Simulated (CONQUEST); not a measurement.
TePb under changes of volume

One of the cells (33.730 Å³/atom); the others are scaled copies at fixed shape and fractional positions:

```
Pb Te
1.0
     4.56932    0.00000    0.00000
     0.00000    4.56932    0.00000
     0.00000    0.00000    6.46200
Pb Te
2 2
Direct
  0.00000 0.00000 0.00000
  0.50000 0.50000 0.50000
  0.00000 0.00000 0.50000
  0.50000 0.50000 0.00000
```

| Item | Value |
| --- | --- |
| Program | CONQUEST 1.3 |
| Functional | PBE |
| Potentials or basis | PseudoDojo NC PBE, DZ, grid of 48 × 48 × 64 points |
| k mesh | 6 × 6 × 4 |
| Occupations | fermi-dirac, width 0.05 eV |
| Spin | no spin polarisation |

```csv
volume (Å³/atom),energy over the lowest point (meV/atom),pressure (GPa),gap on the mesh (eV)
31.706,96.82,7.5,0.72
32.380,68.29,6.0,0.76
33.055,45.82,4.7,0.81
33.730,27.90,3.8,0.84
34.404,?,?,?
35.079,5.31,1.6,0.91
35.753,0.00,0.9,0.94
```

Q: What does the run at 34.404 Å³/atom give?

A: Energy over the lowest point 14.32 meV/atom; pressure 2.7 GPa; gap on the mesh 0.88 eV.

Worked out: A Birch-Murnaghan fit of order 3 (a polynomial in V^(-2/3)) to the other rows has its minimum at 36.54 Å³/atom, just outside them, with B0 = V·E''(V) = 39 GPa and B' = 4.2. It gives 14.60 meV/atom at 34.404 Å³/atom, against the run's 14.32, and -dE/dV = 2.7 GPa, against 2.7. A parabola through the other rows of the gap, of slope 1.72 eV per unit of ln V there, gives 0.88 eV, against the run's 0.88.

Energies are extrapolated to zero smearing.

Caveats: the atomic basis is small; spin-orbit coupling is left out, which as a rule narrows the gap of such compounds by several tenths of an eV; the basis of atomic orbitals isn't converged, which shifts pressures, moduli and gaps; the real-space grid breaks the cell's symmetry a little (some runs).

A mesh can miss the band edges.
